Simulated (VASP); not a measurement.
**MnSi: relaxation of cell and atoms with PBE**

Crystal: MnSi.

```xyz
2
Lattice="0.0000 2.5272 2.5272 2.5272 0.0000 2.5272 2.5272 2.5272 0.0000" Properties=species:S:1:pos:R:3 pbc="T T T"
Mn    0.0000    0.0000    0.0000
Si    1.2636    1.2636    1.2636
```

The cell was built by a generator and needn't be a form met in nature.

* Program: VASP 6.6.1
* Task: relaxation of cell and atoms
* Functional: PBE
* Potentials or basis: VASP PAW PBE potentials, release 64 (Mn_pv, Si)
* Cutoff: 600 eV
* k mesh: 9 × 9 × 9
* Occupations: gaussian, width 0.05 eV
* Spin: collinear spin, ferromagnetic start
* Starting moments: [4.0, 0.0] μB
* Further INCAR settings: ALGO = Fast; EDIFF = 1e-06; IBRION = 2; EDIFFG = -0.01; NSW = 40; ISIF = 3

The relaxed volume is 19.72 Å³/atom, the relaxed cell is a = 3.821 Å, b = 3.821 Å, c = 3.821 Å, α = 60.00°, β = 60.00°, γ = 60.00° and the space group after relaxing (to 0.05 Å) is F-43m (No. 216). The energy gained by relaxing is 177.8 meV/atom and the ionic steps are 7. The pressure after relaxing is 0.1 GPa and the band gap on the k mesh is none (metal or under the smearing width). The net moment is -2.47 μB per cell, the site moments are Mn -2.73; Si +0.21 μB and the valence electrons inside the program's atomic spheres are Mn 11.70; Si 1.72.

Step by step:
```
step  energy change (eV)  largest force (eV/Å)  pressure (GPa)  volume (Å³)
   1              0.0000                0.0000           19.12        32.28
   2             -0.3330                0.0000           -2.31        42.15
   3             -0.3556                0.0000           -0.14        39.60
   4             -0.3556                0.0000            0.28        39.44
   5             -0.3556                0.0000            0.12        39.44
   6             -0.3556                0.0000            0.11        39.45
   7             -0.3556                0.0000            0.05        39.45
```

Final structure:
```
Mn Si
1.0
     0.00000    2.70186    2.70186
     2.70186    0.00000    2.70186
     2.70186    2.70186    0.00000
Mn Si
1 1
Direct
  0.00000 0.00000 0.00000
  0.25000 0.25000 0.25000
```

Levels at points of the mesh, in eV from the Fermi level:
Spin up:
```csv
k point,band 3,band 4,band 5,band 6,band 7,band 8,band 9,band 10,band 11,band 12
"(0.00, 0.00, 0.00)",-46.32,-9.30,-1.42,-1.42,-1.42,0.84,0.84,5.93,5.93,5.93
```
Spin down:
| k point | band 7 | band 8 | band 9 | band 10 | band 11 | band 12 | band 13 | band 14 |
| --- | --- | --- | --- | --- | --- | --- | --- | --- |
| (0.00, 0.00, 0.00) | -2.79 | -1.99 | -1.99 | 5.36 | 5.36 | 5.36 | 6.99 | 6.99 |

It took 100 s on 1 thread of AMD EPYC 9R45 96-Core Processor (Zen 5), with other jobs on the host, peak memory 0.18 GiB.

Caveat: the volume moved by over 15 % at a fixed basis, so the end points are rough.
